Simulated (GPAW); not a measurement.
The system is Co.

```xyz
6
Lattice="0.0000 3.2174 3.2174 3.2174 0.0000 3.2174 3.2174 3.2174 0.0000" Properties=species:S:1:pos:R:3 pbc="T T T"
Co    0.8043    0.8043    0.8043
Co    0.8043    2.4130    2.4130
Co    2.4130    0.8043    2.4130
Co    2.4130    2.4130    0.8043
Co    3.2174    3.2174    3.2174
Co    4.8261    4.8261    4.8261
```

This isn't the form of Co at room conditions, which is hcp.

Alike in all runs: program GPAW 26.7.0; functional PBEsol; potentials or basis PAW data sets generated in the run's folder for this functional; cutoff 600 eV; basis pw; k mesh 7 × 7 × 7; occupations fermi-dirac, width 0.05 eV.

The same cell was started in several ways:

| start | free energy over the lowest (meV/atom) | net moment (μB) | site or absolute moments (μB) | gap |
| --- | --- | --- | --- | --- |
| collinear spin, ferromagnetic start of up to 2 μB | 0.0 | 9.87 | Co +1.67, +1.77 | none (metal or under the smearing width) |
| collinear spin, ferromagnetic start of up to 3.5 μB | 0.0 | 9.87 | Co +1.67, +1.77 | none (metal or under the smearing width) |
| no spin polarisation | 294.8 | - | - | none (metal or under the smearing width) |

Allowing spin polarisation gains 295 meV/atom. A still lower state may exist.
